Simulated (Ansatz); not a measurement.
# C: convergence and cost

Aim, for C: sweep the plane-wave cutoff.

Method: DFT LDA, scalar-relativistic, plane waves, PAW, in Ansatz 0.2.0.

1 further run of the same task is left out (set aside as unsound or not needed).

## 1. Starting point

It takes space group Cmme (No. 67, orthorhombic). Conventional cell: a = 2.456 Å, b = 4.254 Å, c = 7.173 Å, α = 90.00°, β = 90.00°, γ = 90.00°. C (site symmetry m) has 3 C at 1.42 Å as nearest neighbours.

As a file:

```xyz
4
Lattice="1.2280 -2.1271 0.0000 1.2280 2.1271 0.0000 0.0000 0.0000 7.1733" Properties=species:S:1:pos:R:3 pbc="T T T"
C     1.2280    1.7724    5.4025
C     1.2280   -0.3547    1.7708
C     1.2280   -1.7724    1.7708
C     1.2280    0.3547    5.4025
```

Source of the structure: the Materials Project (structure only). It is taken as it stands there.

## 2. The base input

Contents of input.yaml:

```yaml
crystal:
  lattice:
    - [1.22804797, -2.12706182, 0.0]
    - [1.22804797, 2.12706182, 0.0]
    - [0.0, 0.0, 7.17326776]
  atoms:
    - { symbol: C, position: [0.08337946, 0.91662054, 0.7531376] }
    - { symbol: C, position: [0.58337946, 0.41662054, 0.2468624] }
    - { symbol: C, position: [0.91662054, 0.08337946, 0.2468624] }
    - { symbol: C, position: [0.41662054, 0.58337946, 0.7531376] }
basis:
  ecutwfc: 420
kpoints:
  mp_grid: { grid: [18, 18, 6] }
hamiltonian:
  xc: lda
scf:
  occupations: { method: gaussian, width: 0.1 }
output:
  forces: true
  stress: true
  eigenvalues: true
  populations: true
  write_density: true
  write_potential: true
  elf: true
  volumetric_format: npy
```

It was run beforehand and gave: -242.9778 eV/atom at zero smearing, pressure -3.92 GPa, largest force 0.026 eV/Å, gap on the mesh 0.02 eV, in 6 SCF cycles and 21 s.

## 3. Plane-wave cutoff set to 150 eV

Contents of input.yaml:

```yaml
crystal:
  lattice:
    - [1.22804797, -2.12706182, 0.0]
    - [1.22804797, 2.12706182, 0.0]
    - [0.0, 0.0, 7.17326776]
  atoms:
    - { symbol: C, position: [0.08337946, 0.91662054, 0.7531376] }
    - { symbol: C, position: [0.58337946, 0.41662054, 0.2468624] }
    - { symbol: C, position: [0.91662054, 0.08337946, 0.2468624] }
    - { symbol: C, position: [0.41662054, 0.58337946, 0.7531376] }
basis:
  ecutwfc: 150
kpoints:
  mp_grid: { grid: [18, 18, 6] }
hamiltonian:
  xc: lda
scf:
  occupations: { method: gaussian, width: 0.1 }
output:
  forces: true
  stress: true
  eigenvalues: true
```

On the command line:

```sh
$ ansatz run input.yaml --threads 1 --pin off --max-ram 2560MiB --backend cpu --events-out ev --progress --plain --runs-dir out
```

## 4. Plane-wave cutoff: 200 eV

input.yaml, as its differences from that of step 3:

```diff
@@ -11,3 +11,3 @@
 basis:
-  ecutwfc: 150
+  ecutwfc: 200
 kpoints:
```

## 5. Plane-wave cutoff set to 250 eV

input.yaml, as its differences from that of step 4:

```diff
@@ -11,3 +11,3 @@
 basis:
-  ecutwfc: 200
+  ecutwfc: 250
 kpoints:
```

## 6. Plane-wave cutoff set to 300 eV

input.yaml, as its differences from that of step 5:

```diff
@@ -11,3 +11,3 @@
 basis:
-  ecutwfc: 250
+  ecutwfc: 300
 kpoints:
```

## 7. Plane-wave cutoff set to 350 eV

input.yaml, as its differences from that of step 6:

```diff
@@ -11,3 +11,3 @@
 basis:
-  ecutwfc: 300
+  ecutwfc: 350
 kpoints:
```

## 8. Plane-wave cutoff set to 380 eV

input.yaml, as its differences from that of step 7:

```diff
@@ -11,3 +11,3 @@
 basis:
-  ecutwfc: 350
+  ecutwfc: 380
 kpoints:
```

## 9. Plane-wave cutoff: 460 eV

input.yaml, as its differences from that of step 8:

```diff
@@ -11,3 +11,3 @@
 basis:
-  ecutwfc: 380
+  ecutwfc: 460
 kpoints:
```

## 10. Plane-wave cutoff: 520 eV

input.yaml, as its differences from that of step 9:

```diff
@@ -11,3 +11,3 @@
 basis:
-  ecutwfc: 460
+  ecutwfc: 520
 kpoints:
@@ -22 +22,5 @@
   eigenvalues: true
+  write_density: true
+  write_potential: true
+  elf: true
+  volumetric_format: npy
```

## 11. Plane-wave cutoff: 600 eV

input.yaml, as its differences from that of step 10:

```diff
@@ -11,3 +11,3 @@
 basis:
-  ecutwfc: 520
+  ecutwfc: 600
 kpoints:
@@ -22,5 +22 @@
   eigenvalues: true
-  write_density: true
-  write_potential: true
-  elf: true
-  volumetric_format: npy
```

## 12. Plane-wave cutoff: 700 eV

input.yaml, as its differences from that of step 11:

```diff
@@ -11,3 +11,3 @@
 basis:
-  ecutwfc: 600
+  ecutwfc: 700
 kpoints:
```

## 13. Plane-wave cutoff: 850 eV

input.yaml, as its differences from that of step 12:

```diff
@@ -11,3 +11,3 @@
 basis:
-  ecutwfc: 700
+  ecutwfc: 850
 kpoints:
```

(Steps that only read results are left out.)

**Question.** What does this series show?

As calculated:

```
                                                  quantity                        value
plane-wave cutoff: within 10 and 1 meV/atom of 850 eV from  420 eV for 10; 520 eV for 1
```

In the sweep of the plane-wave cutoff, 520 eV already comes within 1 meV/atom of the reference, and so do all later runs, at about 0.68 of the reference's time. That is measured against the best run here, which may itself be short of the limit. Much of this error cancels in differences between similar cells. The pressure is off by up to 13.3 GPa. Forces stay within 0.01 eV/Å of the reference from 250 eV on. In some runs cutoff or mesh lie under the advised values, so their numbers carry a basis error.
